Bi₂Se₃ is a layered semiconductor, and the table gives the band gap of one crystal of it, with the atoms held in place, at five levels of theory. LDA and r2SCAN work with local quantities such as the electron density. The other three are hybrids, which replace part of the exchange found in this way by exact exchange, computed from the orbitals. HSE06 takes 25 % at short distances only, PBE0 takes 25 % at all distances, and r2SCANh takes 10 % at all distances.

Bi2Se3 in the tetradymite structure (R-3m, 5 atoms in the cell), computed with Ansatz 0.2.0 using DFT with plane waves and PAW, without spin polarisation, at fixed atoms in the r2SCAN+rVV10 geometry. The k mesh is 8×8×8 for LDA and r2SCAN and 4×4×4 for the hybrids. The plane-wave cutoff is 500 eV for r2SCAN and r2SCANh and 420 eV for the others.

```
level of theory  band gap (eV)  rough cost in core time (min)
         r2SCAN          0.622                           0.85
          HSE06          0.792                            6.9
           PBE0          1.351                            7.1
            LDA          0.218                           0.38
        r2SCANh          0.977                            9.9
```

(a) Which levels give the narrowest and the widest gap, and does the percentage of exact exchange fix the order?

Solution. LDA gives the narrowest gap, 0.22 eV, and PBE0 the widest, 1.35 eV. The percentage does not fix the order: r2SCANh, with 10 %, lies nearly 0.2 eV above HSE06, with 25 %. The distance over which exact exchange acts must matter too, and so must the functional into which it is mixed.

(b) Neither LDA nor r2SCAN contains exact exchange. Why can r2SCAN still open the gap by 0.40 eV?

Solution. In LDA every electron at a given point feels the same exchange-correlation potential, whether its state is filled or empty. r2SCAN also uses the kinetic-energy density, which depends on how fast the orbitals vary in space. Its effective operator can therefore treat filled and empty states differently, and that usually widens the gap. r2SCAN also uses the gradient of the density, which LDA does not, and this may add to the step. The table shows only the size of the whole; the reasons come from the standard theory of such functionals.

(c) HSE06 and PBE0 differ only in exchange at long range. What should this tail do to the two band edges, and by how much?

Solution. Exact exchange removes the repulsion of an electron with itself. In a crystal, where each state is spread over many cells, this correction comes from exchange with all filled states of the same spin together. At long range it lowers a filled state strongly and an empty one only a little. A local functional can't tell the two apart and lowers both by about the same amount. Replacing local by exact exchange should thus push the filled edge down and the empty edge up.

For an estimate, let r be the distance between two electrons. The tail of their repulsion is erf(ωr)/r, where ω ≈ 0.11 per bohr sets the distance at which HSE06 switches exact exchange off. At r = 0 the tail has the finite value

V = 2ω/√π (in hartree, with ω per bohr)

Now take the limit in which the tail keeps this value wherever exchange acts. Exact exchange then lowers a filled state by V and leaves an empty one alone. The total exchange energy is −V/2 per electron, so a local functional that reproduces it lowers every state by V/2. Exchanging a quarter of one for the other gives

filled edge: ¼(−V + V/2) = −V/8
empty edge: ¼(0 + V/2) = +V/8
gap: +V/4 = ¼ × 2 × 0.11/√π × 27 eV ≈ 0.84 eV

No property of Bi₂Se₃ enters this estimate, only the fraction of exact exchange and ω.

(d) How does the estimate compare with the calculation?

Solution. From HSE06 to PBE0 the computed gap grows by 0.56 eV, two thirds of the estimate. The symmetry comes out well: in the same calculations the valence edge falls by 0.28 eV and the conduction edge rises by 0.28 eV, where the model has 0.42 eV each way.

The model is expected to overshoot, because the tail is not really constant. It changes over 1/ω, about 4.8 Å, which is not much longer than the Bi–Se bond of 2.85 Å. A filled state then gains less than the full V, and an empty state gains a little exchange with the filled ones. The output printed after this text gives the comparison, whose estimate uses the standard ω and no gap from the table.

(e) Why can r2SCANh, with so little exact exchange, exceed HSE06?

Solution. It starts from r2SCAN, which already has a gap of 0.62 eV, and its exact exchange keeps the tail. HSE06 starts from PBE, which is not in the table but usually gives narrower gaps than r2SCAN. The tail effect found for 25 % scales to 0.4 × 0.56 eV ≈ 0.22 eV for 10 %. Without it, r2SCANh would drop to about 0.75 eV, close to the 0.79 eV of HSE06. This scaling assumes that the effect is proportional to the percentage and the same on top of r2SCAN, which remains untested. A hybrid should therefore be judged by three things together: its percentage, its range and its starting functional.

(f) Which digits of the hybrid gaps can be trusted?

Solution. Not the third decimal, and for PBE0 and r2SCANh perhaps not the second. Exchange that reaches to all distances grows without limit as the wavevector between two states goes to zero, so a single point of the k mesh carries much weight. On the 4×4×4 mesh this one term is worth some 0.3 eV of gap in PBE0 and some 0.1 eV in r2SCANh. Programs normally treat it separately, which leaves a much smaller error, but only a denser mesh would show how small. The two thirds in (d) and the symmetry of the two shifts carry the same uncertainty, because this term lowers filled states only. HSE06 is less exposed, because its exact exchange is cut off at long range.

(g) The measured gap is roughly 0.2 to 0.3 eV. Is LDA then the best level for Bi₂Se₃, and what would change if spin-orbit coupling were switched on?

Solution. No, because the two gaps are of different kinds. All five rows leave out spin-orbit coupling, which is strong in a heavy element such as bismuth. In the real crystal it pushes the two band edges at Γ, the centre of the Brillouin zone, towards each other until they change places. This inversion makes Bi₂Se₃ a topological insulator. The measured gap belongs to the inverted bands, so the closeness of the LDA value is a coincidence.

A simple model shows what may happen to the order of the levels. Let g be the gap in the table and S the amount by which spin-orbit coupling drives the edges together. The two edges have opposite parity, so they can't mix at Γ itself. If S is taken to be the same at every level of theory, their separation there becomes

|g − S|

If S is larger than g, the bands invert, and a wider gap in the table leaves a smaller inverted separation. If S is smaller than g, the bands keep their ordinary order. A level that opens the gap too far can thus miss the inversion altogether. Replacing bismuth by the lighter antimony in the same structure reduces S, which also works against the inversion.

For practical work this sets the order of spending. r2SCANh costs about 12 times as much core time as r2SCAN here, even on a coarser k mesh, and still describes bands in the wrong order. Spin-orbit coupling has to come first; only then can a comparison with the measured gap help to choose between the functionals.

The analysis program printed:

```
r2SCAN gap less LDA gap (eV): 0.404
PBE0 gap less LDA gap, whole spread (eV): 1.133
r2SCANh gap less HSE06 gap (eV): 0.185
PBE0 gap less HSE06 gap, effect of the tail (eV): 0.559
ceiling from a quarter of the tail at zero distance (eV): 0.8444
computed tail effect as part of the ceiling (%): 66.2
screening length 1/w (angstrom): 4.811
valence edge, PBE0 less HSE06 (eV): -0.2806
conduction edge, PBE0 less HSE06 (eV): 0.2777
model shift of each edge, down and up (eV): 0.4222
r2SCANh gap less r2SCAN gap (eV): 0.355
tail effect scaled to 10 % exact exchange, rough (eV): 0.2236
rough gap of r2SCANh without its tail (eV): 0.7534
order of the zero-wavevector term at 25 % exchange (eV): 0.2968
order of the zero-wavevector term at 10 % exchange (eV): 0.1187
cost of r2SCANh over r2SCAN (ratio): 11.65
cost of PBE0 over HSE06 (ratio): 1.029
```
